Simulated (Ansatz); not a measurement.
TaN:

```
Ta N
1.0
     2.92177    0.00000    0.00000
    -1.46088    2.53033    0.00000
     0.00000    0.00000    5.91652
Ta N
2 2
Direct
  0.00000 0.00000 0.50000
  0.00000 0.00000 0.00000
  0.33333 0.66667 0.25000
  0.66667 0.33333 0.75000
```

The cell comes from a database or a generator and needn't be the stable form of this composition.

Base run:

- Program: Ansatz 0.2.0
- Functional: PBEsol
- Potentials or basis: Ansatz PAW
- Cutoff: 420 eV (not typed: the program's choice for these potentials)
- k mesh: 7 × 7 × 4
- Occupations: fermi-dirac, width 0.05 eV
- Spin: no spin polarisation

Its results: band gap on the k mesh none (metal or under the smearing width); pressure -10.4 GPa.

Problem. The run is repeated on the same cell with these changes: hubbard terms from none to Ta d U = 5 eV; hubbard projectors from none to ortho-atomic (the default). What comes out?

Solution. Band gap on the k mesh none (metal or under the smearing width); pressure -5.9 GPa.

Caveats: the PAW data sets come from PBE, with cores solved anew for the run's functional, which leaves a small shift of forces and pressure; U without spin polarisation on a metal has little footing (some runs).
